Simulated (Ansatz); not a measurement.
BN built on the zincblende prototype, 2 atoms and 8 valence electrons in a cell of about 12 Å³, was run 9 times in Ansatz 0.2.0, each time on 2 threads of Intel(R) Xeon(R) Platinum 8488C (Sapphire Rapids), with other jobs on the host. The times are single readings and vary with the host's load.

```csv
run,k mesh,irreducible k,cutoff (eV),plane waves,bands,SCF iterations,wall time,peak host memory (GiB)
"G0W0, PBE, 20 empty bands, 80 eV",6×6×6,16,420,259,8,6,?,?
"G0W0, PBE, 44 empty bands, 140 eV",6×6×6,16,420,259,8,6,?,?
"G0W0, PBE, 81 empty bands, 210 eV",6×6×6,16,420,259,8,6,8.8 s,0.34
"G0W0, HSE06, 44 empty bands, 140 eV",6×6×6,16,420,259,8,9,14 s,0.49
"G0W0, LDA, 44 empty bands, 140 eV",6×6×6,16,420,259,8,6,?,?
"G0W0, r2SCAN, 44 empty bands, 140 eV",6×6×6,16,500,307,8,6,5.2 s,0.32
"G0W0, PBE, 44 empty bands, 140 eV, plasmon pole",6×6×6,16,420,259,8,6,4.2 s,0.35
"G0W0, PBE, 20 empty bands, 80 eV",10×10×10,47,420,259,8,6,28 s,0.33
"G0W0, PBE, 44 empty bands, 140 eV, norm-conserving",6×6×6,16,1240,1211,8,6,?,?
```

Task: What time and memory did the runs marked ? need?

Result:

| run | wall time | peak host memory (GiB) |
| --- | --- | --- |
| G0W0, PBE, 20 empty bands, 80 eV | 2.5 s | 0.31 |
| G0W0, LDA, 44 empty bands, 140 eV | 4.1 s | 0.3 |
| G0W0, PBE, 44 empty bands, 140 eV, norm-conserving | 10 s | 0.31 |
| G0W0, PBE, 44 empty bands, 140 eV | 3.6 s | 0.31 |
